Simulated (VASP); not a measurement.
# Mg₂₇O₂₆: relaxation of the atoms

Mg₂₇O₂₆, defect, 53 atoms in the cell. PBE; PAW potentials Mg, O (PBE set).

## Input

INCAR:
```
  GGA = PE
  PREC = Normal
  ENCUT = 450
  EDIFF = 1E-6
  ISMEAR = 0
  SIGMA = 0.02
  LREAL = Auto
  LASPH = True
  ALGO = Normal
  NELM = 100
  IBRION = 2
  NSW = 80
  EDIFFG = -0.02
  ISIF = 2
  NCORE = 2
  LWAVE = False
  LCHARG = False
  ISPIN = 2
  MAGMOM = 0 0.17 0 0.17 0.17 0 0 0 0 0.17 0.17 0 0.17 0 0 0 0 0 0 0 0 0 0 0 0 0 0 0 0 0 0 0 0 0 0 0 0 0 0 0 0 0 0 0 0 0 0 0 0 0 0 0 0
  LORBIT = 11
  NUPDOWN = 1
  NELECT = 211.0
```

KPOINTS:
```
k-points
0
Gamma
  1 1 1
```

POSCAR:
```
Mg27O26
1.0
    0.0000000000      6.2910041781      6.2910041781
    6.2910041781      0.0000000000      6.2910041781
    6.2910041781      6.2910041781      0.0000000000
Mg O
27 26
Direct
    0.0000000000      0.0000000000      0.0000000000
    0.9993350000      0.0023900000      0.3314440000
    0.0000000000      0.0000000000      0.6666670000
    0.0016300000      0.3319010000      0.9953980000
    0.0020510000      0.3253410000      0.3302390000
    0.0000000000      0.3333330000      0.6666670000
    0.0000000000      0.6666670000      0.0000000000
    0.0000000000      0.6666670000      0.3333330000
    0.0000000000      0.6666670000      0.6666670000
    0.3349650000      0.9994190000      0.9961860000
    0.3348620000      0.9977120000      0.3308070000
    0.3333330000      0.0000000000      0.6666670000
    0.3364530000      0.3339530000      0.9962630000
    0.3333330000      0.3333330000      0.3333330000
    0.3333330000      0.3333330000      0.6666670000
    0.3333330000      0.6666670000      0.0000000000
    0.3333330000      0.6666670000      0.3333330000
    0.3333330000      0.6666670000      0.6666670000
    0.6666670000      0.0000000000      0.0000000000
    0.6666670000      0.0000000000      0.3333330000
    0.6666670000      0.0000000000      0.6666670000
    0.6666670000      0.3333330000      0.0000000000
    0.6666670000      0.3333330000      0.3333330000
    0.6666670000      0.3333330000      0.6666670000
    0.6666670000      0.6666670000      0.0000000000
    0.6666670000      0.6666670000      0.3333330000
    0.6666670000      0.6666670000      0.6666670000
    0.1666670000      0.1666670000      0.5000000000
    0.1666670000      0.1666670000      0.8333330000
    0.1666670000      0.5000000000      0.1666670000
    0.1666670000      0.5000000000      0.5000000000
    0.1666670000      0.5000000000      0.8333330000
    0.1666670000      0.8333330000      0.1666670000
    0.1666670000      0.8333330000      0.5000000000
    0.1666670000      0.8333330000      0.8333330000
    0.5000000000      0.1666670000      0.1666670000
    0.5000000000      0.1666670000      0.5000000000
    0.5000000000      0.1666670000      0.8333330000
    0.5000000000      0.5000000000      0.1666670000
    0.5000000000      0.5000000000      0.5000000000
    0.5000000000      0.5000000000      0.8333330000
    0.5000000000      0.8333330000      0.1666670000
    0.5000000000      0.8333330000      0.5000000000
    0.5000000000      0.8333330000      0.8333330000
    0.8333330000      0.1666670000      0.1666670000
    0.8333330000      0.1666670000      0.5000000000
    0.8333330000      0.1666670000      0.8333330000
    0.8333330000      0.5000000000      0.1666670000
    0.8333330000      0.5000000000      0.5000000000
    0.8333330000      0.5000000000      0.8333330000
    0.8333330000      0.8333330000      0.1666670000
    0.8333330000      0.8333330000      0.5000000000
    0.8333330000      0.8333330000      0.8333330000
```

Commands:
```
cat potpaw_PBE.64/Mg/POTCAR potpaw_PBE.64/O/POTCAR > POTCAR
mpirun -np 4 vasp_gam > vasp.out
```

## Result

- Ionic steps: 8
- SCF steps in all: 62

Ionic steps:

| Step | Energy (eV) | Largest force (eV/A) | SCF steps |
|---|---|---|---|
| 1 | -299.50301 | 0.8754 | 15 |
| 2 | -299.55605 | 0.2789 | 10 |
| 3 | -299.55612 | 0.2582 | 5 |
| 4 | -299.56733 | 0.1391 | 7 |
| 5 | -299.56931 | 0.0837 | 7 |
| 6 | -299.57147 | 0.0378 | 7 |
| 7 | -299.57181 | 0.0405 | 5 |
| 8 | -299.57226 | 0.0172 | 6 |

VASP 6.6.1 took 128 s on 4 cores (Intel Xeon Platinum 8559C (Emerald Rapids)), a shared host.
